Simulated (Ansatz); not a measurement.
CsCl (Pm-3m) from a database structure, relaxed with r2SCAN: the symmetry is Pm-3m (No. 221, cubic); a = 4.137 Å in the conventional setting, 35.40 Å³ an atom. Around Cs lie 8 Cl at 3.58 Å; around Cl lie 8 Cs at 3.58 Å. One-shot G0W0@PBE in the plane-wave code Ansatz on a 4×4×4 mesh (contour deformation, no spin-orbit coupling), from a PBE gap of 5.226 eV over the mesh points (the G0W0 gap is direct on the mesh); the number N of bands summed and the screening cutoff rise together. The values are computed, spin-unpolarised, and not measurements.

```tsv
N	cutoff (eV)	1000/N	G0W0 gap (eV)
123	80	8.130	7.427
274	140	3.650	7.592
```

Q: Lay a straight line in 1000/N through these rows.

A: The slope is -0.0368 eV per unit of 1000/N and the intercept 7.726 eV.

Q: Predict the gap at N = 497 (210 eV).

A: 7.726 + (-0.0368) × 2.012 = 7.652 eV; the run gives 7.682 eV, +0.030 eV from the line.

Q: With that run's result added, what limit do the last two rows suggest?

A: Their slope is (7.682 − 7.592)/(2.012 − 3.650) = -0.0549, which meets 1/N = 0 at 7.79 eV, against 7.726 eV from the first line. The slope steepens, so 1/N isn't yet asymptotic and the true limit probably lies higher still; the k mesh isn't extrapolated.

Spin-orbit coupling is left out.
